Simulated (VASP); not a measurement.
A run of VASP 6.6.1 is set up as follows.

File INCAR:

```
SYSTEM = Fe
  PREC = Accurate
  ENCUT = 520
  EDIFF = 1E-7
  ISMEAR = 0
  SIGMA = 0.1
  LREAL = .False.
  LASPH = .True.
  NELM = 100
  ALGO = Normal
  ISIF = 4
  LWAVE = .False.
  LCHARG = .False.
  ISPIN = 2
  MAGMOM = 2.5 -2.5
  LORBIT = 11
  LMAXMIX = 4
  GGA = PE
  IBRION = 2
  NSW = 80
  EDIFFG = -0.002
```

Contents of KPOINTS:

```
Automatic mesh
0
Gamma
  18 18 10
  0 0 0
```

Contents of POSCAR:

```
Fe                                      
1.0
   -1.2446603346      1.2446603346      1.7600868015
    1.2446603346     -1.2446603346      1.7600868015
    2.6787537808      2.6787537808      0.0000000000
  Fe            
     2
Direct
     0.0000000000000000    0.0000000000000000    0.0000000000000000
     0.5000000000000000    0.5000000000000000    0.5000000000000000
```

Potentials or basis: VASP PAW PBE potentials, release 64 (Fe).

Launch:

```bash
$ cat potpaw_PBE.64/Fe/POTCAR > POTCAR
$ mpirun -np 1 vasp_std > vasp.out
```

(1) Estimate the net moment.

(2) Estimate the site moments.

(3) Estimate the band gap on the k mesh.

## Answers

(1) 0.00 μB per cell.

(2) Fe +1.90, -1.90 μB.

(3) none (metal or under the smearing width).
